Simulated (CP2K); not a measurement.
Runs of CP2K 2026.2 on WS2. The cell holds a slab with vacuum, 3 atoms: a = 3.184 Å, b = 3.184 Å, c = 16.951 Å, α = 90.00°, β = 90.00°, γ = 120.00°. 

```csv
task,level,potentials or basis,cell,smearing,EPS_DEFAULT,NGRIDS,points a segment of the path (NPOINTS),bands added on the path,gap on the mesh (eV),largest force (eV/Å)
band structure,LDA,"GTH_POTENTIALS W GTH-PADE-q14, S GTH-PADE-q6; TZVP-MOLOPT-PBE-GTH basis",as given,fermi-dirac 0.05 eV,1.0E-10,5,10,6,1.95,(a)
single point,PBEsol,"POTENTIAL_UZH W GTH-PBE-q14, S GTH-PBE-q6; TZVP-MOLOPT-PBE-GTH basis",as given,fermi-dirac 0.05 eV,1.0E-10,4,-,-,1.99,0.04
band structure,PBEsol,"POTENTIAL_UZH W GTH-PBE-q14, S GTH-PBE-q6; TZVP-MOLOPT-PBE-GTH basis",as given,fermi-dirac 0.1 eV,1.0E-9,5,10,4,1.99,0.04
single point,PBEsol,"POTENTIAL_UZH W GTH-PBE-q14, S GTH-PBE-q6; TZVP-MOLOPT-PBE-GTH basis","atoms moved at random, drawn with an rms of 0.05 Å",fermi-dirac 0.05 eV,1.0E-10,4,-,-,1.92,1.91
```

Alike in all rows: no spin polarisation; k mesh 10 × 10 × 2.

Q: Estimate the missing entries.

A: (a) 0.73.

Caveats: spin-orbit coupling is left out, which moves the levels of the heavy elements; the basis of atomic orbitals isn't converged, which shifts pressures, moduli and gaps; the potentials were made for another functional, which shifts forces and pressure (some runs).

A k mesh can miss the band edges, and the runs leave out spin-orbit coupling on W.
